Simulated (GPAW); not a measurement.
A run of GPAW 26.7.0 is set up as follows.

run.py

```python
from ase.dft.bandgap import bandgap
from ase.io import read, write
from ase.units import GPa
from gpaw import GPAW, PW

atoms = read('POSCAR')

calc = GPAW(mode=PW(600),
            xc='PBE',
            kpts={'size': (6, 6, 3), 'gamma': True},
            occupations={'name': 'fermi-dirac', 'width': 0.05},
            setups={'S': 'v3'},
            nbands=-13,
            convergence={'density': 1e-05, 'energy': 1e-05},
            maxiter=150,
            txt='gpaw.txt')
atoms.calc = calc
energy = atoms.get_potential_energy()
forces = atoms.get_forces()
stress = atoms.get_stress()
calc.write('gs.gpw')
write('result.traj', atoms)
print(f'Energy: {energy:.6f} eV')
print('Forces (eV/A):')
print(forces.round(4))
print('Stress (GPa):', (stress / GPa).round(3))
print('Fermi level:', round(calc.get_fermi_level(), 4), 'eV')
print(f'Gap: {bandgap(calc)[0]:.4f} eV, direct: {bandgap(calc, direct=True)[0]:.4f} eV')

path = atoms.cell.bandpath('GMKGALHA,LM,KH', npoints=100, eps=1e-4)
bs_calc = calc.fixed_density(kpts=path, symmetry='off', nbands=-26,
                             convergence={'bands': 'CBM+6.0', 'eigenstates': 1e-6}, txt='bands.txt')
bs = bs_calc.band_structure()
bs.write('bs.json')
print(f'Gap on the path: {bandgap(bs_calc)[0]:.4f} eV')
```

File POSCAR:

```
ZnS
1.0
    3.8110000000      0.0000000000      0.0000000000
   -1.9055000000      3.3004228138      0.0000000000
    0.0000000000      0.0000000000      6.2340000000
Zn S
2 2
Direct
    0.6666666667      0.3333333333      0.5000000000
    0.3333333333      0.6666666667      0.0000000000
    0.6666666667      0.3333333333      0.8850000000
    0.3333333333      0.6666666667      0.3850000000
```

Potentials or basis: GPAW PAW data sets (gpaw-data 1.2.1), newer versions, pw.

The run is started by

```bash
$ OMP_NUM_THREADS=1 python run.py
```

Estimate the pressure.

2.4 GPa.

What does it give for the band gap along the path?

2.25 eV, direct.

Predict the band gap on the k mesh.

2.25 eV, direct.

Stress tensor (GPa, compression positive):
```
3.11 0.00 0.00
0.00 3.11 0.00
0.00 0.00 0.98
```

**Experimental background.**

A printed reference work, monograph reports, for a bulk crystal of ZnS at 4 K: band gap 3.911 eV (direct).

Measured gap of ZnS: 3.911 eV (direct; 4 K; a printed reference work, monograph). This calculation gives 2.25 eV (-1.66 eV). The value is that of PBE, without temperature or zero-point motion. Semilocal functionals fall short of measured gaps as a rule.
